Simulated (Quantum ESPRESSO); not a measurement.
# BAs (F-43m) in Quantum ESPRESSO: a series of runs, part 2 of 2

Quantum ESPRESSO 7.5. The steps go on from the part before.

### Step 3. Phonons, LDA

Contents of pw.in:

```
&CONTROL
  calculation = 'scf'
  prefix = 'pwscf'
  outdir = './tmp'
  pseudo_dir = './pseudo'
  tprnfor = .true.
  tstress = .true.
  disk_io = 'low'
/
&SYSTEM
  ibrav = 0
  nat = 2
  ntyp = 2
  ecutwfc = 80
  nbnd = 15
  occupations = 'smearing'
  smearing = 'fd'
  degauss = 0.00367493
/
&ELECTRONS
  conv_thr = 4d-10
  electron_maxstep = 120
  mixing_beta = 0.5
/
ATOMIC_SPECIES
As    74.9216 As.upf
B     10.8100 B.upf
CELL_PARAMETERS angstrom
   0.0000000000    2.3885000000    2.3885000000
   2.3885000000    0.0000000000    2.3885000000
   2.3885000000    2.3885000000    0.0000000000
ATOMIC_POSITIONS crystal
As     0.7500000000    0.7500000000    0.7500000000
B      0.0000000000    0.0000000000    0.0000000000
K_POINTS automatic
8 8 8 1 1 1
```

Contents of scf2.in:

```
&CONTROL
  calculation = 'scf'
  prefix = 'pwscf'
  outdir = './tmp'
  pseudo_dir = './pseudo'
  tprnfor = .true.
  tstress = .true.
  disk_io = 'low'
/
&SYSTEM
  ibrav = 0
  nat = 2
  ntyp = 2
  ecutwfc = 80
  nbnd = 15
  occupations = 'fixed'
/
&ELECTRONS
  conv_thr = 1d-13
  electron_maxstep = 120
  mixing_beta = 0.5
  startingpot = 'file'
  startingwfc = 'file'
/
ATOMIC_SPECIES
As    74.9216 As.upf
B     10.8100 B.upf
CELL_PARAMETERS angstrom
   0.0000000000    2.3885000000    2.3885000000
   2.3885000000    0.0000000000    2.3885000000
   2.3885000000    2.3885000000    0.0000000000
ATOMIC_POSITIONS crystal
As     0.7500000000    0.7500000000    0.7500000000
B      0.0000000000    0.0000000000    0.0000000000
K_POINTS automatic
8 8 8 1 1 1
```

Contents of ph.in:

```
phonons of BAs
&INPUTPH
  prefix = 'pwscf'
  outdir = './tmp'
  tr2_ph = 1d-16
  fildyn = 'dyn'
  niter_ph = 60
  alpha_mix(1) = 0.7
  epsil = .true.
/
0.0000000000 0.0000000000 0.0000000000
```

Contents of dynmat.in:

```
&INPUT
  fildyn = 'dyn'
  asr = 'crystal'
  lperm = .true.
  filout = 'dynmat.eig'
/
```

Contents of dynmat_lo.in:

```
&INPUT
  fildyn = 'dyn'
  asr = 'crystal'
  filout = 'dynmat_lo.eig'
  q(1) = 0
  q(2) = 0
  q(3) = 1
/
```

Potentials or basis: PseudoDojo 0.4.1 SR LDA standard.

Launch:

```bash
> OMP_NUM_THREADS=1 pw.x -in pw.in > pw.out
> OMP_NUM_THREADS=1 pw.x -in scf2.in > scf2.out
> OMP_NUM_THREADS=1 ph.x -in ph.in > ph.out
> OMP_NUM_THREADS=1 dynmat.x -in dynmat.in > dynmat.out
> OMP_NUM_THREADS=1 dynmat.x -in dynmat_lo.in > dynmat_lo.out
```

pw.out:

```text
This program is part of the open-source Quantum ESPRESSO suite
     for quantum simulation of materials; please cite
[... 9 lines left out ...]
     --------------------
     sticks:   dense  smooth     PW     G-vecs:    dense   smooth      PW
     Sum         913     913    283                17933    17933    3119

     Using Slab Decomposition

     bravais-lattice index     =            0
     lattice parameter (alat)  =       6.3832  a.u.
     unit-cell volume          =     183.9087 (a.u.)^3
     number of atoms/cell      =            2
     number of atomic types    =            2
     number of electrons       =        18.00
     number of Kohn-Sham states=           15
     kinetic-energy cutoff     =      80.0000  Ry
     charge density cutoff     =     320.0000  Ry
     scf convergence threshold =      4.0E-10
     mixing beta               =       0.5000
     number of iterations used =            8  plain     mixing
     Exchange-correlation= SLA  PW   NOGX NOGC
                           (   1   4   0   0   0   0   0)

     celldm(1)=   6.383210  celldm(2)=   0.000000  celldm(3)=   0.000000
     celldm(4)=   0.000000  celldm(5)=   0.000000  celldm(6)=   0.000000

     crystal axes: (cart. coord. in units of alat)
               a(1) = (   0.000000   0.707107   0.707107 )
               a(2) = (   0.707107   0.000000   0.707107 )
               a(3) = (   0.707107   0.707107   0.000000 )

     reciprocal axes: (cart. coord. in units 2 pi/alat)
               b(1) = ( -0.707107  0.707107  0.707107 )
               b(2) = (  0.707107 -0.707107  0.707107 )
               b(3) = (  0.707107  0.707107 -0.707107 )

     PseudoPot. # 1 for As read from file:
     As.upf
     Pseudo is Norm-conserving + core correction, Zval = 15.0
     Generated using ONCVPSP code by D. R. Hamann
     Using radial grid of 1326 points,  6 beta functions with:
                l(1) =   0
                l(2) =   0
                l(3) =   1
                l(4) =   1
                l(5) =   2
                l(6) =   2

     PseudoPot. # 2 for B  read from file:
     B.upf
     Pseudo is Norm-conserving + core correction, Zval =  3.0
     Generated using ONCVPSP code by D. R. Hamann
     Using radial grid of 1498 points,  4 beta functions with:
                l(1) =   0
                l(2) =   0
                l(3) =   1
                l(4) =   1

     atomic species   valence    mass     pseudopotential
     As               15.00    74.92160     As( 1.00)
     B                 3.00    10.81000     B ( 1.00)

     24 Sym. Ops. (no inversion) found

   Cartesian axes

     site n.     atom                  positions (alat units)
         1        As     tau(   1) = (   1.0606602   1.0606602   1.0606602  )
         2        B      tau(   2) = (   0.0000000   0.0000000   0.0000000  )

     number of k points=    60  Fermi-Dirac smearing, width (Ry)=  0.0037
                       cart. coord. in units 2pi/alat
        k(    1) = (   0.0441942   0.0441942   0.0441942), wk =   0.0078125
        k(    2) = (   0.1325825   0.1325825  -0.0441942), wk =   0.0234375
        k(    3) = (   0.2209709   0.2209709  -0.1325825), wk =   0.0234375
        k(    4) = (   0.3093592   0.3093592  -0.2209709), wk =   0.0234375
        k(    5) = (  -0.3093592  -0.3093592   0.3977476), wk =   0.0234375
        k(    6) = (  -0.2209709  -0.2209709   0.3093592), wk =   0.0234375
[... 52 lines left out ...]
        k(   59) = (   0.3093592   0.3093592   0.3093592), wk =   0.0078125
        k(   60) = (  -0.3093592  -0.3093592   0.9280777), wk =   0.0234375

     Dense  grid:    17933 G-vectors     FFT dimensions: (  40,  40,  40)

     Initial potential from superposition of free atoms

     starting charge      17.9996, renormalised to      18.0000
     Starting wfcs are   13 randomized atomic wfcs +    2 random wfcs

     Self-consistent Calculation

     iteration #  1     ecut=    80.00 Ry     beta= 0.50
     Davidson diagonalization with overlap
     ethr =  1.00E-02,  avg # of iterations =  5.5

     Threshold (ethr) on eigenvalues was too large:
     Diagonalizing with lowered threshold

     Davidson diagonalization with overlap
     ethr =  8.60E-04,  avg # of iterations =  1.1

     total energy              =    -217.84040884 Ry
     estimated scf accuracy    <       0.15609553 Ry
[... 50 lines left out ...]
     iteration #  9     ecut=    80.00 Ry     beta= 0.50
     Davidson diagonalization with overlap
     ethr =  2.59E-12,  avg # of iterations =  2.2

     End of self-consistent calculation

          k = 0.0442 0.0442 0.0442 (  2193 PWs)   bands (ev):

   -24.8992 -24.8990 -24.8990 -24.8776 -24.8776  -4.2683  10.4281  10.9313
    10.9313  14.4370  14.4929  14.4929  16.0773  20.7025  23.6218
[... 128 lines left out ...]
   -24.9040 -24.8842 -24.8840 -24.8833 -24.8719  -0.3258   2.8156   6.7607
     7.0519  12.4590  12.9319  22.0266  22.0326  23.5897  27.7787

          k =-0.5745 0.1326-0.0442 (  2222 PWs)   bands (ev):

   -24.9022 -24.8867 -24.8853 -24.8820 -24.8728  -0.9154   3.6477   6.4616
     7.1359  13.0516  14.2558  20.0075  21.2249  23.2718  26.8608

          k =-0.4861 0.2210-0.1326 (  2226 PWs)   bands (ev):

   -24.8986 -24.8909 -24.8887 -24.8792 -24.8741  -1.3967   3.6319   6.7579
     7.9713  13.9363  16.8569  17.6470  19.0787  22.8180  25.7200

          k =-0.4861 0.0442 0.0442 (  2223 PWs)   bands (ev):

   -24.9030 -24.8874 -24.8873 -24.8819 -24.8731  -1.8418   4.8824   7.3588
     7.5732  12.4918  14.1839  20.0673  20.1901  22.7511  26.7130

          k =-0.3977 0.1326-0.0442 (  2217 PWs)   bands (ev):

   -24.9008 -24.8911 -24.8902 -24.8801 -24.8742  -2.4679   5.6226   7.5266
     8.3551  13.4920  15.7483  17.7834  18.8438  22.2693  25.1327

          k =-0.3094 0.0442 0.0442 (  2225 PWs)   bands (ev):
[... 141 lines left out ...]
   -24.8958 -24.8932 -24.8921 -24.8758 -24.8752  -1.3207   2.5465   7.8642
     8.9232  14.3646  16.0077  16.5841  20.2069  23.0096  24.5571

     the Fermi energy is    11.6467 ev

!    total energy              =    -217.87016216 Ry
     estimated scf accuracy    <          2.8E-11 Ry
     smearing contrib. (-TS)   =      -0.00000000 Ry
     internal energy E=F+TS    =    -217.87016216 Ry

     The total energy is F=E-TS. E is the sum of the following terms:
     one-electron contribution =    -102.81207453 Ry
     hartree contribution      =      61.02961593 Ry
     xc contribution           =     -49.24558080 Ry
     ewald contribution        =    -126.84212275 Ry

     convergence has been achieved in   9 iterations

     Forces acting on atoms (cartesian axes, Ry/au):

     atom    1 type  1   force =     0.00000000    0.00000000    0.00000000
     atom    2 type  2   force =    -0.00000000   -0.00000000   -0.00000000

     Total force =     0.000000     Total SCF correction =     0.000000

     Computing stress (Cartesian axis) and pressure

          total   stress  (Ry/bohr**3)                   (kbar)     P=      -41.73
  -0.00028369  -0.00000000   0.00000000          -41.73       -0.00        0.00
  -0.00000000  -0.00028369  -0.00000000           -0.00      -41.73       -0.00
   0.00000000  -0.00000000  -0.00028369            0.00       -0.00      -41.73

=------------------------------------------------------------------------------=
   JOB DONE.
=------------------------------------------------------------------------------=
```

It took 21 min on 1 thread of Arm Neoverse N1, shared host; peak memory 0.07 GiB.

Results:

| Property | Result |
| --- | --- |
| Free energy | -2964.2746 eV |
| Pressure after relaxing | -4.2 GPa |
| Electronic dielectric tensor (diagonal) | 9.71 |
| Born charges (mean of the diagonal) | As +0.46; B -0.46 e |
| Highest phonon frequency at Γ, LO-TO splitting left out | 681 cm⁻¹ |
| Static dielectric tensor (diagonal) | 9.80 |

Phonon frequencies in cm⁻¹ (negative: imaginary):
| q point | frequencies |
| --- | --- |
| (0.000, 0.000, 0.000) | 4 4 4 681 681 681 |

Electronic dielectric tensor:
```
9.71 0.00 0.00
0.00 9.71 0.00
0.00 0.00 9.71
```

Born effective charge tensors (e):
atom 1, As
```
0.46 0.00 0.00
0.00 0.46 0.00
0.00 0.00 0.46
```
atom 2, B
```
-0.46  0.00  0.00
 0.00 -0.46  0.00
 0.00  0.00 -0.46
```

Optical modes at Γ, degenerate ones joined, polar ones without the macroscopic field:
| cm⁻¹ | components | symmetry | active in | IR intensity, summed ((D/Å)²/amu) |
| --- | --- | --- | --- | --- |
| 681 | 3 | T2 | IR and Raman | 1.53 |

Zone-centre frequencies without and with the macroscopic field along z (cm⁻¹):
```csv
,optical modes in rising order
without,681 681 681
with the field,681 681 684
```

Static dielectric tensor, electrons and zone-centre modes:
```
9.80 0.00 0.00
0.00 9.80 0.00
0.00 0.00 9.80
```

Caveat: the cell is more than 3 GPa from zero pressure, which shifts response properties.
